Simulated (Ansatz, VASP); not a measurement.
W: VASP beside Ansatz

```xyz
1
Lattice="-1.5918 1.5918 1.5918 1.5918 -1.5918 1.5918 1.5918 1.5918 -1.5918" Properties=species:S:1:pos:R:3 pbc="T T T"
W     0.0000    0.0000    0.0000
```

Alike in both runs: functional PBE; k mesh 18 × 18 × 18; occupations gaussian, width 0.1 eV; no spin polarisation.

Ansatz relaxed the structure, and its values are those at the end. VASP's run is a single point on that final structure, the one shown.

```csv
,VASP,Ansatz
version,VASP 6.6.1,Ansatz 0.2.0
potentials or method,"VASP PAW PBE potentials, release 64 (W_sv)","scalar-relativistic, plane waves, PAW"
plane-wave cutoff (eV),520,420
valence electrons in the cell,14,14
```

Ansatz gave:

| Quantity | Value |
| --- | --- |
| gap on the k mesh at the Fermi level (eV) | none |
| pressure (GPa) | 0.0 |

Question: What did VASP give for the same quantities?

Answer: gap on the k mesh at the Fermi level (eV): none; pressure (GPa): 0.4.

A gap of «none» marks a metal or a gap that the smearing closes. With one functional, cell and mesh, what is left measures potentials, basis and numerics.

The runs have no spin-orbit coupling, so splittings on W are missing.
